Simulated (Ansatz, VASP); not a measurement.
# Sb: VASP beside Ansatz

```xyz
1
Lattice="0.0000 2.3050 2.3050 2.3050 0.0000 2.3050 2.3050 2.3050 0.0000" Properties=species:S:1:pos:R:3 pbc="T T T"
Sb    0.0000    0.0000    0.0000
```

Alike in both runs: task single point; functional PBEsol; k mesh 14 × 14 × 14; occupations fermi-dirac, width 0.03 eV; no spin polarisation.

|  | VASP | Ansatz |
| --- | --- | --- |
| version | VASP 6.6.1 | Ansatz 0.2.0 |
| potentials or method | VASP PAW PBE potentials, release 64 (Sb), cutoff 520 eV | all-electron LAPW, scalar-relativistic |

|  | VASP | Ansatz | Ansatz less VASP |
| --- | --- | --- | --- |
| pressure (GPa) | 5.1 | 5.1 | -0.03 |

Ansatz ran all-electron here, so the differences hold the error of VASP's frozen core and of both bases.

Caveats: the PAW data sets were made with another functional, which shifts forces and pressure a little (VASP). The runs have no spin-orbit coupling, so splittings on Sb are missing.
